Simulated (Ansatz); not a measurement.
Task: an SCF with some post-processing of LiF, space group Pm-3m, with Ansatz 0.2.0 through its Python package. Give the script and its output. Level of theory: LDA, PAW, cutoff 260 eV, 7×7×7 k-points, fixed occupations.

`lif.xyz`
```text
2
Lattice="2.559533 0.0 0.0 0.0 2.559533 0.0 0.0 0.0 2.559533" Properties=species:S:1:pos:R:3 pbc="T T T"
Li    0.00000000    0.00000000    0.00000000
F     1.27976650    1.27976650    1.27976650
```

`run_analyse.py`:
```python
from pathlib import Path
import warnings

import ansatz as az
import numpy as np
from pymatgen.core import Structure
from scipy.ndimage import map_coordinates

warnings.simplefilter("ignore", az.DeckWarning)

xtal = az.Crystal.from_extxyz("lif.xyz")

base = (
    xtal.calculation()
    .functional("LDA")
    .basis(260, xc_grid=2)
    .kpoints(7)
    .occupations(az.OccupationsMethod.FIXED)
    .mixing("msr1", beta=0.1)
    .scf(lower_state_search="standard")
    .density()
    .populations()
    .density_of_states(energy_step=0.05, projected=True)
    .bader_charges()
    .band_table()
)
done = base.run()
rep = done.report

print("%-22s %14.5f eV" % ("F = E - TS", rep["free_energy_ev"]))
print("%-22s %14.5f eV" % ("E", rep["internal_energy_ev"]))
print("%-22s %14.5f eV" % ("Harris-Foulkes", rep["harris_foulkes_ev"]))
print("%-22s %14.5f eV" % ("Fermi level", rep["fermi_energy_ev"]))

final = Structure(done.lattice.cell_ang, [s.symbol for s in done.lattice.sites], [s.position_frac for s in done.lattice.sites])
rho = done.density()
total = sum(channel.density_e_per_ang3 for channel in rho.channels[:2])
grid_cell = np.asarray(rho.fft_grid_basis) @ done.lattice.cell_ang
partner = min(final.get_neighbors(final[0], 5.0), key=lambda n: n.nn_distance)
line = np.linspace(final[0].coords, partner.coords, 11)
points = (line @ np.linalg.inv(grid_cell)) * rho.dims
values = map_coordinates(total, points.T, order=3, mode="grid-wrap")
print(f"from {final[0].specie} to {partner.specie}, {partner.nn_distance:.3f} A")
for t, value in zip(np.linspace(0, partner.nn_distance, 11), values):
    print(f"{t:7.3f} A  {value:9.4f} e/A^3")

files = Path(done.write_results("tables"))
print((files / "populations.tsv").read_text())

dos = done.density_of_states()
energy = np.asarray(dos.energies_ev) - dos.fermi_ev
projected = done.projected_density_of_states()
step = energy[1] - energy[0]
for index, site in enumerate(projected.sites):
    for shell in site.shells:
        curve = sum(np.sum(part.g_bin_mean_per_ev, axis=0) for part in shell.curves)
        print(f"site {index} {site.species:2s} {shell.label:3s} filled {curve[energy <= 0].sum() * step:7.3f}  at E_F {np.interp(0, energy, curve):7.3f} /eV")

charges = done.bader_charges()
for atom in charges.atoms:
    print(f"Bader charge {atom.symbol:2s} {atom.partial_charge_e:+.3f} e")

levels = np.array(rep["eigenvalues_ev"])
filled = round(rep["n_electrons"] / 2)
top, bottom = levels[:, filled - 1], levels[:, filled]
print("top of band", filled, "at k =", rep["kpoints_frac"][top.argmax()], f"{top.max():.4f} eV")
print("bottom of band", filled + 1, "at k =", rep["kpoints_frac"][bottom.argmin()], f"{bottom.min():.4f} eV")
print(f"gap by band count {bottom.min() - top.max():.3f} eV, least direct gap {(bottom - top).min():.3f} eV")
```

```console
$ python run_analyse.py
F = E - TS                 -995.76267 eV
E                          -995.76267 eV
Harris-Foulkes             -995.76267 eV
Fermi level                   1.57265 eV
from Li to F, 2.217 A
  0.000 A     9.3391 e/A^3
  0.222 A     6.3297 e/A^3
  0.443 A     1.7311 e/A^3
  0.665 A     0.1625 e/A^3
  0.887 A     0.1012 e/A^3
  1.108 A     0.1615 e/A^3
  1.330 A     0.4344 e/A^3
  1.552 A     1.4979 e/A^3
  1.773 A     4.8879 e/A^3
  1.995 A    10.4200 e/A^3
  2.217 A    13.1853 e/A^3
# site	symbol	l	j	q
# orbitals = lowdin
# n_electrons = 10.000000
# spilling = 0.005067
0	Li	0_1S	-	1.941259
0	Li	0_2S	-	0.284926
1	F	0_2S	-	1.906878
1	F	1_2P	-	5.816267

site 0 Li 1S  filled   1.941  at E_F   0.000 /eV
site 0 Li 2S  filled   0.285  at E_F   0.000 /eV
site 1 F  2S  filled   1.907  at E_F   0.000 /eV
site 1 F  2P  filled   5.815  at E_F   0.044 /eV
Bader charge Li +0.920 e
Bader charge F  -0.920 e
top of band 5 at k = [0.0, 0.42857142857142855, 0.42857142857142855] 1.5727 eV
bottom of band 6 at k = [0.0, 0.0, 0.0] 8.8288 eV
gap by band count 7.256 eV, least direct gap 8.099 eV
```

These settings explore the input space; cutoff and mesh may be short of convergence. The cutoff lies under the one recommended for these potentials. Along an axis with an odd division the mesh misses the point at one half; a gap read on a finite mesh is an upper bound on this functional's gap. Semilocal gaps usually lie well under measured ones. With fixed filling the reported Fermi level is the top filled level among the k-points of the SCF. An absolute Fermi energy rests on an arbitrary zero of the periodic potential and has no direct meaning. Projections exist only for the shells that the potentials hold, some of them semicore, and samples at single energies can miss narrow peaks. The crystal has a gap of about 7.26 eV on the mesh; bins of finite width blur the band edges. Densities and potentials on the grid are those of the valence electrons, and inside the cores they hang on the potentials used. The structure comes from a database of computed cells and needn't be a stable or known phase. Gaps and levels are Kohn-Sham values on a finite set of k-points. The density of states is complete only as far up as bands were computed. The script silences the warnings on its input, which a real study should read. Run time: 6.5 s on 1 thread of Arm Neoverse V1 (shared host), peak memory 0.34 GiB.
